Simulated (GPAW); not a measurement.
**HfO2: single point with LDA**

The system is HfO2.

```
CELL_PARAMETERS angstrom
3.55802 0.00000 0.00000
0.00000 3.55802 0.00000
0.00000 0.00000 5.17186
ATOMIC_POSITIONS crystal
Hf 0.00000 0.00000 0.00000
Hf 0.50000 0.50000 0.50000
O 0.00000 0.50000 0.19721
O 0.50000 0.00000 0.30279
O 0.50000 0.00000 0.80279
O 0.00000 0.50000 0.69721
```

Measurements of this composition are mostly on another form, of space group No. 14.

- Program: GPAW 26.7.0
- Task: single point
- Functional: LDA
- Potentials or basis: the program's PAW data sets (release 1.2.1) made for this functional
- Cutoff: 600 eV
- Basis: pw
- k mesh: 6 × 6 × 4
- Occupations: fermi-dirac, width 0.05 eV
- Spin: no spin polarisation

The pressure is -11.3 GPa and the largest force is 0.056 eV/Å. The band gap on the k mesh is 4.54 eV, indirect (least direct gap 4.63 eV).

Forces on the atoms (eV/Å):
```
Hf   0.000  0.000  0.000
Hf   0.000  0.000  0.000
O    0.000  0.000  0.056
O    0.000  0.000 -0.055
O    0.000  0.000 -0.056
O    0.000  0.000  0.055
```

Stress tensor (GPa, compression positive):
```
-11.10   0.00   0.00
  0.00 -11.10   0.00
  0.00   0.00 -11.72
```

Levels at points of the mesh, in eV from the valence-band top:
```
           k point  band 20  band 21  band 22  band 23  band 24  band 25  band 26  band 27  band 28  band 29
(0.00, 0.00, 0.00)    -1.33    -0.73    -0.13    -0.08    -0.08     4.54     4.57     5.85     6.04     6.42
(0.00, 0.00, 0.50)    -2.76    -0.63    -0.63     0.00     0.00     5.23     5.23     5.55     5.55     8.58
(0.50, 0.00, 0.00)    -2.23    -1.45    -1.45    -0.14    -0.14     4.98     4.98     6.02     6.02     7.40
(0.50, 0.00, 0.50)    -1.95    -1.41    -1.41    -0.97    -0.97     5.11     5.11     5.48     5.48     7.47
(0.50, 0.50, 0.00)    -1.09    -0.82    -0.82    -0.55    -0.55     5.63     5.63     5.99     5.99     7.25
(0.50, 0.50, 0.50)    -1.95    -1.44    -1.44    -0.05    -0.05     5.83     5.83     6.17     6.17     7.36
```

Wall time 46 s on 1 thread of AMD EPYC 7R43 64-Core Processor (Zen 3), on a shared host, peak memory 0.21 GiB.

Caveat: the cutoff is short for stress and forces, so pressures can be off by a GPa or more; spin-orbit coupling is left out, which moves the levels of the heavy elements. A k mesh can miss the band edges.
